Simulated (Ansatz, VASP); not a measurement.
## One calculation of TaAs, two programs

```
Ta As
1.0
     6.24594    0.00000    0.00000
    -3.12297    5.40914    0.00000
     0.00000    0.00000    3.59469
Ta As
3 3
Direct
  0.00000 0.00000 0.00000
  0.33333 0.66667 0.50000
  0.66667 0.33333 0.50000
  0.50000 0.00000 0.00000
  0.50000 0.50000 0.00000
  0.00000 0.50000 0.00000
```

Alike in both runs: functional PBE; k mesh 6 × 6 × 10; occupations gaussian, width 0.1 eV; no spin polarisation.

Ansatz relaxed the structure, and its values are those at the end. VASP's run is a single point on that final structure, the one shown.

|  | VASP | Ansatz |
| --- | --- | --- |
| version | VASP 6.6.1 | Ansatz 0.2.0 |
| potentials or method | VASP PAW PBE potentials, release 64 (Ta_pv, As) | scalar-relativistic, plane waves, PAW |
| plane-wave cutoff (eV) | 520 | 420 |
| valence electrons in the cell | 48 | 84 |

```tsv
	VASP	Ansatz	Ansatz less VASP
gap on the k mesh at the Fermi level (eV)	none	none	-
pressure (GPa)	0.4	0.0	-0.38
```

A gap of «none» marks a metal or a gap that the smearing closes. The two sets of potentials don't hold the same shells in valence.

The runs have no spin-orbit coupling, so splittings on Ta are missing.
